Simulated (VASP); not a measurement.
# HgS3 (Fm-3m) in VASP: further runs, part 3 of 3

VASP 6.6.1. The steps go on from the part before.

## 5. Relaxation of cell and atoms, PBE (random cell by space group and Wyckoff sites (Fm-3m, No. 225))

Contents of INCAR:

```
SYSTEM = HgS3
ALGO = Normal ; EDIFF = 1E-6
EDIFFG = -0.04 ; ENCUT = 600
GGA = PE ; IBRION = 2
ISIF = 3 ; ISMEAR = 0
LASPH = .True. ; LCHARG = .False.
LREAL = .False. ; LWAVE = .False.
NELM = 80 ; NSW = 90
PREC = Accurate ; SIGMA = 0.1
```

Contents of KPOINTS:

```
k-points
0
Gamma
  4 4 4
  0 0 0
```

Contents of POSCAR:

```
HgS3
1.0
    0.0000000000      3.8240667600      3.8240667600
    3.8240667600      0.0000000000      3.8240667600
    3.8240667600      3.8240667600      0.0000000000
Hg S
1 3
Direct
    0.0000000000      0.0000000000      0.0000000000
    0.7500000000      0.7500000000      0.7500000000
    0.5000000000      0.5000000000      0.5000000000
    0.2500000000      0.2500000000      0.2500000000
```

Potentials or basis: VASP PAW PBE potentials, release 64 (Hg, S).

Run with:

```sh
$ cat potpaw_PBE.64/Hg/POTCAR potpaw_PBE.64/S/POTCAR > POTCAR
$ mpirun -np 1 vasp_std > vasp.out
```

OUTCAR:

```text
SYSTEM = HgS3
   EDIFF = 1E-6
   EDIFFG = -0.04
   ENCUT = 600
   GGA = PE
   IBRION = 2
   ISIF = 3
   ISMEAR = 0
   LASPH = .True.
   LREAL = .False.
   NELM = 80
   NSW = 90
   PREC = Accurate

 ion  position               nearest neighbor table
   1  0.000  0.000  0.000-   2 3.31   2 3.31   4 3.31   4 3.31   4 3.31   4 3.31   2 3.31   2 3.31

   2  0.750  0.750  0.750-   1 3.31   1 3.31   1 3.31   1 3.31
   3  0.500  0.500  0.500-
   4  0.250  0.250  0.250-   1 3.31   1 3.31   1 3.31   1 3.31

  LATTYP: Found a face centered cubic cell.
 ALAT       =     7.6481335200

  Lattice vectors:

 A1 = (   0.0000000000,   3.8240667600,   3.8240667600)
 A2 = (   3.8240667600,   0.0000000000,   3.8240667600)
 A3 = (   3.8240667600,   3.8240667600,   0.0000000000)

Analysis of symmetry for initial positions (statically):
=====================================================================
 Subroutine PRICEL returns:
 Original cell was already a primitive cell.

 Routine SETGRP: Setting up the symmetry group for a
 face centered cubic supercell.

 Subroutine GETGRP returns: Found 48 space group operations
 (whereof 48 operations were pure point group operations)
 out of a pool of 48 trial point group operations.

The static configuration has the point symmetry O_h .

Analysis of symmetry for dynamics (positions and initial velocities):
[... 123 lines left out ...]
   GGA     = PE    functional components
   LHFCALC =     F    Hartree Fock is set to
   AEXX    =    0.0000 exact exchange contribution
   IVDW    =     0    specifies the selected vdW correction
   LEPSILON=     F    determine dielectric tensor
   LRPA    =     F    only Hartree local field effects (RPA)
 conjugate gradient relaxation of ions
 non-spin polarized calculation
 Gauss-broadening in eV      SIGMA  =   0.10
  energy-cutoff  :      600.00
  volume of cell :      111.84
 maximum number of plane-waves:      3750
 NGX is ok and might be reduce to    48
   NGX = 21   NGY = 21   NGZ = 21

--------------------------------------- Ionic step        1  -------------------------------------------

 number of electron      29.9999998 magnetization

 Free energy of the ion-electron system (eV)
  ---------------------------------------------------
  ext. energy  EPLUGINS =         0.00000000
  ---------------------------------------------------
  free energy    TOTEN  =        -7.13372365 eV

  energy without entropy =       -7.11276468  energy(sigma->0) =       -7.12324417

 E-fermi :   0.8772     XC(G=0):  -8.9047

 val. band max:        0.8583940047   @ k =  -0.2500   0.5000   0.2500
 cond. band min:       0.9505124826   @ k =  -0.2500   0.2500   0.0000
 fundamental gap:      0.0921184779
 Fermi energy:         0.8772190473
[... 508 lines left out ...]
--------------------------------------- Ionic step        5  -------------------------------------------

 number of electron      30.0000000 magnetization

 Free energy of the ion-electron system (eV)
  ---------------------------------------------------
  ext. energy  EPLUGINS =         0.00000000
  ---------------------------------------------------
  free energy    TOTEN  =        -8.90654950 eV

  energy without entropy =       -8.88111910  energy(sigma->0) =       -8.89383430

 E-fermi :   4.9539     XC(G=0): -10.8355

 val. band max:        4.9074276497   @ k =   0.5000   0.2500   0.0000
 cond. band min:       4.9615468551   @ k =   0.5000   0.0000   0.0000
 fundamental gap:      0.0541192055
 Fermi energy:         4.9538662215
[... 205 lines left out ...]
  FREE ENERGIE OF THE ION-ELECTRON SYSTEM (eV)
  ---------------------------------------------------
  free  energy   TOTEN  =        -8.9065495015 eV

  energy  without entropy=       -8.8811191023  energy(sigma->0) =       -8.89383430

 reached required accuracy - stopping structural energy minimisation
```

OSZICAR:

```text
N       E                     dE             d eps       ncg     rms          rms(c)
DAV:   1     0.195286908337E+03    0.19529E+03   -0.14661E+04   304   0.154E+03
DAV:   2     0.537695149536E+01   -0.18991E+03   -0.18626E+03   391   0.290E+02
DAV:   3    -0.726146136076E+01   -0.12638E+02   -0.11834E+02   331   0.715E+01
[... 50 lines left out ...]
DAV:   4    -0.890668517650E+01    0.15375E-03   -0.93411E-04   313   0.179E-01    0.137E-01
DAV:   5    -0.890655855087E+01    0.12663E-03   -0.35821E-04   343   0.104E-01    0.405E-02
DAV:   6    -0.890655243275E+01    0.61181E-05   -0.10634E-04   327   0.120E-01    0.194E-02
DAV:   7    -0.890654957727E+01    0.28555E-05   -0.21925E-05   307   0.606E-02    0.962E-03
DAV:   8    -0.890654950152E+01    0.75757E-07   -0.69038E-07   152   0.685E-03
   5 F= -.89065495E+01 E0= -.88938343E+01  d E =-.177283E+01
```

Run time: 71 s. Hardware: 1 thread of Intel Xeon 6975P-C (Granite Rapids), shared host; peak memory 0.35 GiB.

What came out:

```yaml
Free_energy: -8.9065 eV
Relaxed_volume: 18.63 Å³/atom
Relaxed_cell: a = 4.723 Å, b = 4.723 Å, c = 4.723 Å, α = 60.00°, β = 60.00°, γ = 60.00°
Space_group_after_relaxing_to_0.05_Å: Fm-3m (No. 225)
Energy_gained_by_relaxing: 443.2 meV/atom
Ionic_steps: 5
Pressure_after_relaxing: -0.3 GPa
Band_gap_on_the_k_mesh: none (metal or under the smearing width)
```

The path:
```
step  energy change (eV)  largest force (eV/Å)  pressure (GPa)  volume (Å³)
   1              0.0000                0.0000           -9.87       111.84
   2             -1.4610                0.0000           -7.05        86.22
   3             -1.7698                0.0000           -0.97        75.26
   4             -1.7728                0.0000            0.36        73.85
   5             -1.7728                0.0000           -0.30        74.51
```

Final structure:
```xyz
4
Lattice="0.0000 3.3398 3.3398 3.3398 0.0000 3.3398 3.3398 3.3398 0.0000" Properties=species:S:1:pos:R:3 pbc="T T T"
Hg    0.0000    0.0000    0.0000
S     5.0097    5.0097    5.0097
S     3.3398    3.3398    3.3398
S     1.6699    1.6699    1.6699
```

Caveat: the volume moved by over 15 % at a fixed basis, so the end points are rough. The run has no spin-orbit coupling, so splittings on Hg are missing.

## 6. Single point, PBE (random cell by space group and Wyckoff sites (Fm-3m, No. 225))

Contents of INCAR:

```
PREC = Accurate
ENCUT = 520
EDIFF = 1E-6
ISMEAR = 0
SIGMA = 0.1
LREAL = F
LASPH = T
NELM = 80
ALGO = Normal
ISIF = 2
LWAVE = F
LCHARG = F
GGA = PE
NBANDS = 23
```

Contents of KPOINTS:

```
Automatic mesh
0
Gamma
  4 4 4
```

POSCAR is that of step 5.

Potentials or basis: VASP PAW PBE potentials, release 64 (Hg, S).

Run with:

```sh
$ cat potpaw_PBE.64/Hg/POTCAR potpaw_PBE.64/S/POTCAR > POTCAR
$ mpirun -np 1 vasp_std > vasp.out
```

It took 12 s on 1 thread of Intel Xeon 6975P-C (Granite Rapids), shared host; peak memory 0.23 GiB.

It converged, with:

* Free energy: -7.1338 eV
* Pressure: -9.9 GPa
* Band gap on the k mesh: none (metal or under the smearing width)

Levels at points of the mesh, in eV from the Fermi level:
```tsv
k point	band 12	band 13	band 14	band 15	band 16	band 17	band 18	band 19
(0.00, 0.00, 0.00)	-1.29	-1.29	-1.29	-1.17	-0.04	-0.04	-0.04	6.11
(0.50, 0.00, 0.00)	-1.37	-1.37	-1.07	-0.21	0.49	0.49	1.13	5.70
(0.50, 0.50, 0.00)	-1.04	-0.15	-0.15	-0.05	0.40	0.40	0.85	5.91
```

The run has no spin-orbit coupling, so splittings on Hg are missing.

## 7. Summary

```csv
task,cell,k mesh,cutoff (eV),mesh quality,gap on the mesh (eV),pressure (GPa),relaxed volume (Å³/atom)
single point,"random cell by space group and Wyckoff sites (Fm-3m, No. 225)",12 × 12 × 12,520,not flagged,none,0.2,-
relaxation of cell and atoms,"relaxed from: random cell by space group and Wyckoff sites (Fm-3m, No. 225)",12 × 12 × 12,600,not flagged,none,0.0,18.44
single point,"random cell by space group and Wyckoff sites (Fm-3m, No. 225)",4 × 4 × 4,520,coarse,none,0.0,-
relaxation of cell and atoms,"relaxed from: random cell by space group and Wyckoff sites (Fm-3m, No. 225)",4 × 4 × 4,600,not flagged,none,-0.3,18.63
single point,"random cell by space group and Wyckoff sites (Fm-3m, No. 225)",4 × 4 × 4,520,not flagged,none,-9.9,-
```

Alike in all rows: level PBE; potentials or basis VASP PAW PBE potentials, release 64 (Hg, S); no spin polarisation; smearing gaussian 0.1 eV.

Caveats: some runs use coarse meshes; the volume moved by over 15 % at a fixed basis, so the end points are rough (some runs).

Total energies depend on the potentials used, so only differences within one code and one set of settings carry meaning.
